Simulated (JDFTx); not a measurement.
# Mn (P6_3/mmc) in JDFTx: reference runs

Aim: a first look at Mn with PBE, on the cell as given and on a disturbed one.

Program: JDFTx 1.7.0 (patched build). These are calculated values, not measurements. Logs are shortened: lines on timing, memory, paths and dates and some standing lists are left out, and cuts for length are marked. The log counts tension as positive stress, the text compression.

**1. The structure**

It takes space group P6_3/mmc (No. 194, hexagonal). The conventional cell has a = 2.484 Å, b = 2.484 Å, c = 4.026 Å, α = 90.00°, β = 90.00°, γ = 120.00°. Mn (site symmetry -6m2) is surrounded by 12 Mn at 2.47 to 2.48 Å.

This isn't the form of Mn at room conditions, which is a 58-atom cubic cell.

**2. Single point, PBE, collinear spin, ferromagnetic start**

Input file Mn.in:

```
lattice \
    4.6934102968    -2.3467051485     0.0000000000 \
    0.0000000000     4.0646125475     0.0000000000 \
    0.0000000000     0.0000000000     7.6084058743
coords-type Lattice
ion Mn     0.3333333333     0.6666666667     0.2500000000 1
ion Mn     0.6666666667     0.3333333333     0.7500000000 1

ion-species pseudo/Mn.upf
elec-cutoff 48 384
elec-ex-corr gga-PBE
kpoint-folding 12 12 7
elec-smearing Fermi 0.0018374661
elec-n-bands 26
spintype z-spin
initial-magnetic-moments Mn 4 4
elec-initial-magnetization 8 no
electronic-SCF nIterations 100 energyDiffThreshold 1e-09
electronic-minimize nIterations 30 energyDiffThreshold 1e-7
converge-empty-states yes
forces-output-coords Cartesian

dump-name run.$VAR
dump End Ecomponents EigStats BandEigs Kpoints Forces Stress
```

Potentials or basis: PseudoDojo-SR-PBE-0.5-standard.

Command:

```bash
$ jdftx -c 1 -i Mn.in -o Mn.out
```

The program printed:

```text
*************** JDFTx 1.7.0 (patched build) ***************

Input parsed successfully to the following command list (including defaults):
[... the input with its defaults ...]

---------- Setting up symmetries ----------

Found 24 point-group symmetries of the bravais lattice
Found 24 space-group symmetries with basis
Applied RMS atom displacement 2.70974e-10 bohrs to make symmetries exact.

---------- Initializing the Grid ----------
R =
[      4.69341     -2.34671            0  ]
[            0      4.06461            0  ]
[            0            0      7.60841  ]
unit cell volume = 145.145
G =
[    1.33872   0.772913         -0  ]
[          0    1.54583          0  ]
[          0         -0   0.825822  ]
Minimum fftbox size, Smin = [  44  44  68  ]
Chosen fftbox size, S = [  48  48  70  ]

---------- Initializing tighter grid for wavefunction operations ----------
R =
[      4.69341     -2.34671            0  ]
[            0      4.06461            0  ]
[            0            0      7.60841  ]
unit cell volume = 145.145
G =
[    1.33872   0.772913         -0  ]
[          0    1.54583          0  ]
[          0         -0   0.825822  ]
Minimum fftbox size, Smin = [  32  32  48  ]
Chosen fftbox size, S = [  32  32  48  ]

---------- Exchange Correlation functional ----------
Initalized PBE GGA exchange.
Initalized PBE GGA correlation.

---------- Setting up pseudopotentials ----------
Width of ionic core gaussian charges (only for fluid interactions / plotting) set to 0

Reading pseudopotential file 'pseudo/Mn.upf':
  'Mn' pseudopotential, 'PBE' functional
  Generated using ONCVPSP code by D. R. Hamann
  15 valence electrons, 4 orbitals, 6 projectors, 1001 radial grid points, with lMax = 2
    3S    l: 0   occupation:  2.0   eigenvalue: -3.156011
    3P    l: 1   occupation:  6.0   eigenvalue: -2.006265
    3D    l: 2   occupation:  5.0   eigenvalue: -0.248833
    4S    l: 0   occupation:  2.0   eigenvalue: -0.187687
  Core radius for overlap checks: 1.55 bohrs.

Initialized 1 species with 2 total atoms.

Folded 1 k-points by 12x12x7 to 1008 k-points.

---------- Setting up k-points, bands, fillings ----------
Reduced to 76 k-points under symmetry.
Computing the number of bands and number of electrons
Calculating initial fillings.
nElectrons:  30.000000   nBands: 26   nStates: 152

----- Setting up reduced wavefunction bases (one per k-point) -----
average nbasis = 2305.338 , ideal nbasis = 2305.458

---------- Setting up ewald sum ----------
Optimum gaussian width for ewald sums = 1.867836 bohr.
Real space sum over 1521 unit cells with max indices [  6  6  4  ]
Reciprocal space sum over 2057 terms with max indices [  5  5  8  ]

---------- Allocating electronic variables ----------
Initializing wave functions:  linear combination of atomic orbitals
Note: number of bands (26) exceeds available atomic orbitals (20)
Mn (M=4) pseudo-atom majority spin occupations:   s ( 1 0.5 )  p ( 3 )  d ( 5 )
Mn (M=4) pseudo-atom minority spin occupations:   s ( 1 0 )  p ( 3 )  d ( 1.5 )
	FillingsUpdate:  mu: +1.039938236  nElectrons: 30.000000  magneticMoment: [ Abs: 6.73441  Tot: +6.73441 ]
LCAOMinimize: Iter:   0  F: -207.0811623504751537  |grad|_K:  4.965e-03  alpha:  1.000e+00
	FillingsUpdate:  mu: +0.769557660  nElectrons: 30.000000  magneticMoment: [ Abs: 5.06759  Tot: +5.06218 ]
LCAOMinimize: Iter:   1  F: -207.7194903364342622  |grad|_K:  5.038e-04  alpha:  4.388e-01  linmin: -2.996e-03  cgtest: -4.990e-01
	FillingsUpdate:  mu: +0.739573077  nElectrons: 30.000000  magneticMoment: [ Abs: 3.68202  Tot: +3.66295 ]
[... 22 lines of inner loops ...]
LCAOMinimize: Iter:  11  F: -207.7686209765302294  |grad|_K:  6.726e-07  alpha:  8.060e-01  linmin: -5.339e-05  cgtest:  2.243e-03
	FillingsUpdate:  mu: +0.754166050  nElectrons: 30.000000  magneticMoment: [ Abs: 0.00842  Tot: +0.00537 ]
LCAOMinimize: Iter:  12  F: -207.7686209942852997  |grad|_K:  2.745e-07  alpha:  7.638e-01  linmin:  1.296e-04  cgtest: -1.161e-03
LCAOMinimize: Converged (|Delta F|<1.000000e-06 for 2 iters).

-------- Electronic minimization -----------
Will mix electronic density at each iteration.
	FillingsUpdate:  mu: +0.754166050  nElectrons: 30.000000  magneticMoment: [ Abs: 0.00842  Tot: +0.00537 ]
	FillingsUpdate:  mu: +0.752121337  nElectrons: 30.000000  magneticMoment: [ Abs: 0.00842  Tot: +0.00537 ]
SCF: Cycle:  0   F: -207.789724928219556   dF: -2.110e-02   |Residual|: 6.554e-02   |deigs|: 8.311e-02
	FillingsUpdate:  mu: +0.740029130  nElectrons: 30.000000  magneticMoment: [ Abs: 0.00291  Tot: +0.00168 ]
SCF: Cycle:  1   F: -207.793370313969689   dF: -3.645e-03   |Residual|: 1.463e-02   |deigs|: 1.369e-02
	FillingsUpdate:  mu: +0.742289335  nElectrons: 30.000000  magneticMoment: [ Abs: 0.00123  Tot: +0.00073 ]
SCF: Cycle:  2   F: -207.793561734540617   dF: -1.914e-04   |Residual|: 4.408e-03   |deigs|: 2.495e-03
	FillingsUpdate:  mu: +0.742155619  nElectrons: 30.000000  magneticMoment: [ Abs: 0.00075  Tot: -0.00038 ]
SCF: Cycle:  3   F: -207.793563914743345   dF: -2.180e-06   |Residual|: 5.065e-04   |deigs|: 1.722e-04
	FillingsUpdate:  mu: +0.742217946  nElectrons: 30.000000  magneticMoment: [ Abs: 0.00013  Tot: -0.00003 ]
SCF: Cycle:  4   F: -207.793564131657604   dF: -2.169e-07   |Residual|: 2.041e-04   |deigs|: 7.199e-05
	FillingsUpdate:  mu: +0.742199538  nElectrons: 30.000000  magneticMoment: [ Abs: 0.00013  Tot: +0.00003 ]
SCF: Cycle:  5   F: -207.793564172420020   dF: -4.076e-08   |Residual|: 3.856e-05   |deigs|: 2.915e-05
	FillingsUpdate:  mu: +0.742200369  nElectrons: 30.000000  magneticMoment: [ Abs: 0.00005  Tot: +0.00001 ]
SCF: Cycle:  6   F: -207.793564179270277   dF: -6.850e-09   |Residual|: 1.188e-05   |deigs|: 2.212e-05
	FillingsUpdate:  mu: +0.742200491  nElectrons: 30.000000  magneticMoment: [ Abs: 0.00001  Tot: -0.00000 ]
SCF: Cycle:  7   F: -207.793564180921237   dF: -1.651e-09   |Residual|: 7.766e-06   |deigs|: 1.379e-05
	FillingsUpdate:  mu: +0.742199813  nElectrons: 30.000000  magneticMoment: [ Abs: 0.00001  Tot: -0.00000 ]
SCF: Cycle:  8   F: -207.793564181314650   dF: -3.934e-10   |Residual|: 2.440e-06   |deigs|: 1.421e-05
	FillingsUpdate:  mu: +0.742199593  nElectrons: 30.000000  magneticMoment: [ Abs: 0.00000  Tot: -0.00000 ]
SCF: Cycle:  9   F: -207.793564181422795   dF: -1.081e-10   |Residual|: 7.710e-07   |deigs|: 6.974e-05
SCF: Converged (|Delta E|<1.000000e-09 for 2 iters).

Setting wave functions to eigenvectors of Hamiltonian
Converging empty states (this may take a while): |deigs|: 3.626e-04

# Stress tensor in Cartesian coordinates [Eh/a0^3]:
[  3.55553e-05            0            0  ]
[            0  3.55553e-05            0  ]
[            0            0  4.54511e-05  ]

# Ionic positions in lattice coordinates:
ion Mn   0.333333333333333   0.666666666666667   0.250000000000000 1
ion Mn   0.666666666666667   0.333333333333333   0.750000000000000 1

# Forces in Cartesian coordinates:
force Mn   0.000000000000000  -0.000000000000000   0.000000000000000 1
force Mn  -0.000000000000000  -0.000000000000000   0.000000000000000 1

# Energy components:
   Eewald =     -155.7912709920759653
       EH =       46.1426043436601105
     Eloc =     -153.4961103759532932
      Enl =      -13.8217091569654826
      Exc =      -36.5061589636066302
 Exc_core =       10.0350655121553416
       KE =       95.6448195646738952
-------------------------------------
     Etot =     -207.7927600681120737
       TS =        0.0008041133107242
-------------------------------------
        F =     -207.7935641814227949

IonicMinimize: Iter:   0  F: -207.793564181422795  |grad|_K:       -nan
IonicMinimize: None of the convergence criteria satisfied after 0 iterations.

#--- Lowdin population analysis ---
# oxidation-state Mn +0.161 +0.161
# magnetic-moments Mn -0.000 -0.000

Dumping 'run.eigStats' ...
	eMin: -2.168991 at state 76 ( [ +0.000000 +0.000000 +0.000000 ] spin -1 )
	HOMO: +0.742072 at state 62 ( [ +0.166667 +0.416667 +0.285714 ] spin 1 )
	mu  : +0.742200
	LUMO: +0.742508 at state 101 ( [ +0.000000 +0.500000 +0.142857 ] spin -1 )
	eMax: +1.730947 at state 79 ( [ +0.000000 +0.000000 +0.428571 ] spin -1 )
	HOMO-LUMO gap: +0.000436
	Optical gap  : +0.001572 at state 104 ( [ +0.083333 +0.083333 +0.000000 ] spin -1 )
Done!
```

Wall time 4.5 min (1 thread of Intel Xeon Platinum 8488C (Sapphire Rapids), shared host); peak memory 0.4 GiB.

What came out:

```yaml
Free_energy: -5654.3509 eV
Pressure: -1.1 GPa
Band_gap_on_the_k_mesh: none (metal or under the smearing width)
Net_moment: 0.00 μB per cell
Absolute_moment: 0.00 μB per cell
```

Levels at points of the mesh, in eV from the Fermi level:
Spin up:
```
           k point  band 11  band 12  band 13  band 14  band 15  band 16  band 17  band 18  band 19
(0.00, 0.00, 0.00)    -0.97    -0.94    -0.94    -0.47    -0.47     0.07     0.07     0.66     1.63
(0.00, 0.50, 0.00)    -3.69    -1.37    -1.14    -0.94    -0.42     1.85     1.98     2.06     3.59
```
Spin down:
```csv
k point,band 12,band 13,band 14,band 15,band 16,band 17,band 18,band 19
"(0.00, 0.00, 0.00)",-0.94,-0.94,-0.47,-0.47,0.07,0.07,0.66,1.63
"(0.00, 0.50, 0.00)",-1.37,-1.14,-0.94,-0.42,1.85,1.98,2.06,3.59
```

Caveat: the starting moments collapsed, and a magnetic state may lie lower.

**3. Single point, PBE, collinear spin, ferromagnetic start (atoms moved at random, drawn with an rms of 0.05 Å)**

Mn.in, as its differences from that of step 2:

```diff
@@ -5,4 +5,4 @@
 coords-type Lattice
-ion Mn     0.3333333333     0.6666666667     0.2500000000 1
-ion Mn     0.6666666667     0.3333333333     0.7500000000 1
+ion Mn     0.3406050000     0.6765870000     0.2463550000 1
+ion Mn     0.7231940000     0.3678500000     0.7501900000 1
```

Potentials or basis: PseudoDojo-SR-PBE-0.5-standard.

Command:

```bash
$ jdftx -c 1 -i Mn.in -o Mn.out
```

The program printed:

```text
*************** JDFTx 1.7.0 (patched build) ***************

Input parsed successfully to the following command list (including defaults):
[... the input with its defaults ...]

---------- Setting up symmetries ----------

Found 24 point-group symmetries of the bravais lattice
Found 2 space-group symmetries with basis
Applied RMS atom displacement 0 bohrs to make symmetries exact.

---------- Initializing the Grid ----------
R =
[      4.69341     -2.34671            0  ]
[            0      4.06461            0  ]
[            0            0      7.60841  ]
unit cell volume = 145.145
G =
[    1.33872   0.772913         -0  ]
[          0    1.54583          0  ]
[          0         -0   0.825822  ]
Minimum fftbox size, Smin = [  44  44  68  ]
Chosen fftbox size, S = [  48  48  70  ]

---------- Initializing tighter grid for wavefunction operations ----------
R =
[      4.69341     -2.34671            0  ]
[            0      4.06461            0  ]
[            0            0      7.60841  ]
unit cell volume = 145.145
G =
[    1.33872   0.772913         -0  ]
[          0    1.54583          0  ]
[          0         -0   0.825822  ]
Minimum fftbox size, Smin = [  32  32  48  ]
Chosen fftbox size, S = [  32  32  48  ]

---------- Exchange Correlation functional ----------
Initalized PBE GGA exchange.
Initalized PBE GGA correlation.
[... 60 lines left out ...]
SCF: Cycle:  4   F: -207.793126081247806   dF: -3.009e-07   |Residual|: 2.466e-04   |deigs|: 7.366e-05
	FillingsUpdate:  mu: +0.742485307  nElectrons: 30.000000  magneticMoment: [ Abs: 0.00010  Tot: +0.00007 ]
SCF: Cycle:  5   F: -207.793126145632357   dF: -6.438e-08   |Residual|: 5.756e-05   |deigs|: 6.807e-05
	FillingsUpdate:  mu: +0.742492836  nElectrons: 30.000000  magneticMoment: [ Abs: 0.00005  Tot: +0.00005 ]
SCF: Cycle:  6   F: -207.793126161354678   dF: -1.572e-08   |Residual|: 1.984e-05   |deigs|: 5.595e-05
	FillingsUpdate:  mu: +0.742491915  nElectrons: 30.000000  magneticMoment: [ Abs: 0.00003  Tot: +0.00003 ]
SCF: Cycle:  7   F: -207.793126164457533   dF: -3.103e-09   |Residual|: 1.198e-05   |deigs|: 2.771e-05
	FillingsUpdate:  mu: +0.742490717  nElectrons: 30.000000  magneticMoment: [ Abs: 0.00001  Tot: +0.00001 ]
SCF: Cycle:  8   F: -207.793126165180780   dF: -7.232e-10   |Residual|: 4.134e-06   |deigs|: 3.265e-05
	FillingsUpdate:  mu: +0.742490511  nElectrons: 30.000000  magneticMoment: [ Abs: 0.00001  Tot: +0.00001 ]
SCF: Cycle:  9   F: -207.793126165350031   dF: -1.693e-10   |Residual|: 1.756e-06   |deigs|: 4.866e-05
SCF: Converged (|Delta E|<1.000000e-09 for 2 iters).

Setting wave functions to eigenvectors of Hamiltonian
Converging empty states (this may take a while): |deigs|: 1.893e-04

# Stress tensor in Cartesian coordinates [Eh/a0^3]:
[ -9.00214e-06 -4.28793e-05 -7.58234e-06  ]
[ -4.28793e-05  4.03388e-05 -4.32651e-06  ]
[ -7.58234e-06 -4.32651e-06   6.0089e-05  ]

# Ionic positions in lattice coordinates:
ion Mn   0.340605000000000   0.676587000000000   0.246355000000000 1
ion Mn   0.723194000000000   0.367850000000000   0.750190000000000 1

# Forces in Cartesian coordinates:
force Mn   0.003668975998825   0.002117091602218   0.000729844135216 1
force Mn  -0.003668975998825  -0.002117091602218  -0.000729844135216 1

# Energy components:
   Eewald =     -155.7637048280088834
       EH =       46.1740156388551952
     Eloc =     -153.5591121957943415
      Enl =      -13.8247986094713564
      Exc =      -36.5076924451780869
 Exc_core =       10.0350655486546412
       KE =       95.6539274025136450
-------------------------------------
     Etot =     -207.7922994884291370
       TS =        0.0008266769208991
-------------------------------------
        F =     -207.7931261653500314

IonicMinimize: Iter:   0  F: -207.793126165350031  |grad|_K:  2.482e-03
IonicMinimize: None of the convergence criteria satisfied after 0 iterations.

#--- Lowdin population analysis ---
# oxidation-state Mn +0.161 +0.161
# magnetic-moments Mn +0.000 +0.000

Dumping 'run.eigStats' ...
	eMin: -2.168839 at state 0 ( [ +0.000000 +0.000000 +0.000000 ] spin 1 )
	HOMO: +0.742429 at state 799 ( [ +0.250000 -0.083333 -0.285714 ] spin -1 )
	mu  : +0.742490
	LUMO: +0.742590 at state 136 ( [ +0.166667 +0.083333 +0.285714 ] spin 1 )
	eMax: +1.727048 at state 3 ( [ +0.000000 +0.000000 +0.428571 ] spin 1 )
	HOMO-LUMO gap: +0.000161
	Optical gap  : +0.004968 at state 625 ( [ +0.083333 -0.166667 -0.142857 ] spin -1 )
Done!
```

It took 21 min on 1 thread of Intel Xeon Platinum 8488C (Sapphire Rapids), shared host; peak memory 2.4 GiB.

Results:

```yaml
Free_energy: -5654.3390 eV
Pressure: -0.9 GPa
Largest_force: 0.221 eV/Å
Band_gap_on_the_k_mesh: none (metal or under the smearing width)
Net_moment: 0.00 μB per cell
Absolute_moment: 0.00 μB per cell
```

Forces on the atoms (eV/Å):
```
Mn   0.189  0.109  0.038
Mn  -0.189 -0.109 -0.038
```

Levels at points of the mesh, in eV from the Fermi level:
Spin up:
| k point | band 13 | band 14 | band 15 | band 16 | band 17 | band 18 |
| --- | --- | --- | --- | --- | --- | --- |
| (0.00, 0.00, 0.00) | -0.88 | -0.55 | -0.35 | -0.12 | 0.29 | 0.66 |
| (0.00, 0.50, 0.00) | -1.15 | -0.74 | -0.42 | 1.87 | 1.96 | 2.03 |
| (0.50, 0.00, 0.00) | -1.34 | -1.09 | -0.49 | 1.79 | 1.92 | 2.11 |
| (0.50, 0.50, 0.00) | -1.15 | -0.74 | -0.42 | 1.87 | 1.96 | 2.03 |
Spin down:
```csv
k point,band 13,band 14,band 15,band 16,band 17,band 18
"(0.00, 0.00, 0.00)",-0.88,-0.55,-0.35,-0.12,0.29,0.66
"(0.00, 0.50, 0.00)",-1.15,-0.74,-0.42,1.87,1.96,2.03
"(0.50, 0.00, 0.00)",-1.34,-1.09,-0.49,1.79,1.92,2.11
"(0.50, 0.50, 0.00)",-1.15,-0.74,-0.42,1.87,1.96,2.03
```

Caveat: the starting moments collapsed, and a magnetic state may lie lower.
